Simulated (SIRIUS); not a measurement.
## Bi under changes of volume

One of the cells (35.070 Å³/atom); the others are scaled copies at fixed shape and fractional positions:

```
Bi
1.0
     2.26750    1.30914    3.93800
    -2.26750    1.30914    3.93800
     0.00000   -2.61828    3.93800
Bi
2
Direct
  0.76600 0.76600 0.76600
  0.23400 0.23400 0.23400
```

| Property | Result |
| --- | --- |
| Program | SIRIUS 7.12.0 |
| Functional | PBEsol |
| Potentials or basis | all-electron FP-LAPW |
| Cutoff | 157 eV |
| Basis | apw+lo standard |
| k mesh | 7 × 7 × 7 |
| Occupations | fermi-dirac, width 0.05 eV |
| Spin | no spin polarisation |

```csv
volume (Å³/atom),energy over the lowest point (meV/atom),gap on the mesh (eV)
32.965,?,?
33.667,6.09,0.28
34.368,0.66,0.27
35.070,0.00,0.26
35.771,3.44,0.25
36.472,10.84,0.24
37.174,21.25,0.24
```

Q: What does the run at 32.965 Å³/atom give?

A: Energy over the lowest point 17.02 meV/atom; gap on the mesh 0.29 eV.

Worked out: A Birch-Murnaghan fit of order 3 (a polynomial in V^(-2/3)) to the other rows has its minimum at 34.82 Å³/atom with B0 = V·E''(V) = 50 GPa and B' = 5.4 at fixed shape and positions, which overstates the stiffness. It gives 17.01 meV/atom at 32.965 Å³/atom, against the run's 17.02. A straight line through the other rows of the gap, of slope -0.433 eV per unit of ln V, extrapolates to 0.29 eV, against the run's 0.29.

Energies are extrapolated to zero smearing.

Caveats: spin-orbit coupling is left out, which as a rule narrows the gap of such compounds by several tenths of an eV; an odd mesh through Γ misses points on the zone boundary, where band edges often lie.
